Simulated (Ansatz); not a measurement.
ZrSiO$_{4}$ in Ansatz, relaxation

The command:

```bash
ansatz run input.yaml --threads 2 --pin off --max-ram 3584MiB --backend cpu --events-out ev --progress --plain --runs-dir out
```

Input:

```yaml
crystal:
  lattice:
    - [-3.27662934, 3.27662934, 2.96673826]
    - [3.27662934, -3.27662934, 2.96673826]
    - [3.27662934, 3.27662934, -2.96673826]
  atoms:
    - { symbol: Zr, position: [0.875, 0.125, 0.75] }
    - { symbol: Zr, position: [0.125, 0.875, 0.25] }
    - { symbol: Si, position: [0.625, 0.375, 0.25] }
    - { symbol: Si, position: [0.375, 0.625, 0.75] }
    - { symbol: O, position: [0.2611, 0.1951, 0.066] }
    - { symbol: O, position: [0.1951, 0.6291, 0.934] }
    - { symbol: O, position: [0.6291, 0.1951, 0.434] }
    - { symbol: O, position: [0.1951, 0.2611, 0.566] }
    - { symbol: O, position: [0.7389, 0.8049, 0.934] }
    - { symbol: O, position: [0.8049, 0.7389, 0.434] }
    - { symbol: O, position: [0.3709, 0.8049, 0.566] }
    - { symbol: O, position: [0.8049, 0.3709, 0.066] }
  symmetry: { tolerance: 0.0003 }
kpoints:
  mp_grid: { grid: [5, 5, 5], shift: [0, 0, 0] }
magnetization:
  spin_polarized: false
scf:
  occupations: { method: fermi_dirac, width: 0.0621 }
  lower_state_search: "off"
hamiltonian:
  pseudopotentials: { kind: paw }
  xc: r2scan
basis:
  ecutwfc: 500
  fft_grid_basis: typed
relax:
  max_steps: 80
  cell: { p_target: 0.0 }
  f_tol: 0.03
output:
  forces: true
  stress: true
  eigenvalues: true
  bader: true
  populations: true
  elf: true
  write_potential: true
  volumetric_format: npy
  dos:
    e_range: [-12, 8]
    de: 0.05
    projected: { site_lists: { O: [O], Si: [Si], Zr: [Zr] } }
checkpoint:
  read: saved_state
```

Origin of the cell: a database entry, scaled a little.

The saved state is a converged single point of the same cell.

Steps («new basis» is an SCF on plane waves selected anew at the same cell):

```tsv
step	ΔF (meV/atom)	max force component (eV/Å)	P (GPa)	volume (Å³)	SCF iterations	step was
1	0.0	0.166	7.86	127.41	4	accepted
2	-6.5	0.344	0.48	131.47	6	accepted
3	-7.7	0.030	0.08	131.40	5	accepted
4	-7.7	0.007	0.02	131.39	4	accepted
5	-7.7	0.003	0.00	131.39	4	accepted
6	-7.9	0.003	-0.02	131.39	6	new basis
```

Before:

Space group I4_1/amd (No. 141); the run's cell has a = 5.502 Å, b = 5.502 Å, c = 5.502 Å, α = 106.90°, β = 106.90°, γ = 114.74°. Shortest distances: O–Si 1.61 Å, O–Zr 2.11 Å, O–O 2.41 Å, Si–Zr 2.97 Å, Zr–Zr 3.60 Å, Si–Si 3.60 Å.

The relaxed structure.

Space group I4_1/amd (No. 141); the run's cell has a = 5.559 Å, b = 5.559 Å, c = 5.559 Å, α = 106.86°, β = 106.86°, γ = 114.82°. Shortest distances: O–Si 1.62 Å, O–Zr 2.14 Å, O–O 2.44 Å, Si–Zr 2.99 Å.

```yaml
crystal:
  lattice:
    - [-3.31214, 3.31214, 2.99418]
    - [3.31214, -3.31214, 2.99418]
    - [3.31214, 3.31214, -2.99418]
  atoms:
    - { symbol: Zr, position: [0.87500, 0.12500, 0.75000] }
    - { symbol: Zr, position: [0.12500, 0.87500, 0.25000] }
    - { symbol: Si, position: [0.62500, 0.37500, 0.25000] }
    - { symbol: Si, position: [0.37500, 0.62500, 0.75000] }
    - { symbol: O, position: [0.26186, 0.19587, 0.06600] }
    - { symbol: O, position: [0.19587, 0.62987, 0.93400] }
    - { symbol: O, position: [0.62987, 0.19587, 0.43400] }
    - { symbol: O, position: [0.19587, 0.26186, 0.56600] }
    - { symbol: O, position: [0.73814, 0.80413, 0.93400] }
    - { symbol: O, position: [0.80413, 0.73814, 0.43400] }
    - { symbol: O, position: [0.37013, 0.80413, 0.56600] }
    - { symbol: O, position: [0.80413, 0.37013, 0.06600] }
```

```
Free energy lowered by                                                                 : 7.9 meV/atom
Volume change                                                                          : 3.12 %
Final pressure                                                                         : -0.02 GPa
Relaxation steps listed                                                                : 6
Formation energy (elements under the same functional, gases as molecules, uncorrected) : -3.424 eV/atom
```

Caveats: the relaxation held the start's symmetry, so the end may be a saddle point.

Time: 99 s on 2 threads of Arm Neoverse V1 (shared host), peak memory 0.89 GiB, from a saved density.
